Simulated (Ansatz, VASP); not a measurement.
Ni in VASP and in Ansatz

```
CELL_PARAMETERS angstrom
2.44802 0.00000 0.00000
-1.22401 2.12005 0.00000
0.00000 0.00000 4.07281
ATOMIC_POSITIONS crystal
Ni 0.66667 0.33333 0.75000
Ni 0.33333 0.66667 0.25000
```

This isn't the form of Ni at room conditions, which is fcc.

Alike in both runs: task single point; functional PBEsol; k mesh 12 × 12 × 7; occupations fermi-dirac, width 0.05 eV; collinear spin.

|  | VASP | Ansatz |
| --- | --- | --- |
| version | VASP 6.6.1 | Ansatz 0.2.0 |
| potentials or method | VASP PAW PBE potentials, release 64 (Ni) | Ansatz PAW |
| plane-wave cutoff (eV) | 520 | 420 |
| valence electrons in the cell | 20 | 36 |

|  | VASP | Ansatz | Ansatz less VASP |
| --- | --- | --- | --- |
| gap on the k mesh at the Fermi level (eV) | none | none | - |
| pressure (GPa) | -4.0 | -3.0 | +1.02 |
| largest component of the traceless stress (GPa) | 1.12 | 2.67 | +1.559 |
| net moment per atom (μB) | 0.00 | 0.65 | +0.652 |
| size of the moment on the site where the two differ most (μB) | 0.19 | 0.69 | +0.499 |

The net moments differ so much that the two runs ended in different magnetic states, which moves the other rows too. Site moments also hang on the region over which each program counts them. A gap of «none» marks a metal or a gap that the smearing closes. The two sets of potentials don't hold the same shells in valence.

Caveats: the PAW data sets were made with another functional, which shifts forces and pressure a little (VASP); the PAW data sets come from PBE, with cores solved anew for the run's functional, which leaves a small shift of forces and pressure (Ansatz); the starting moments weren't kept (Ansatz).
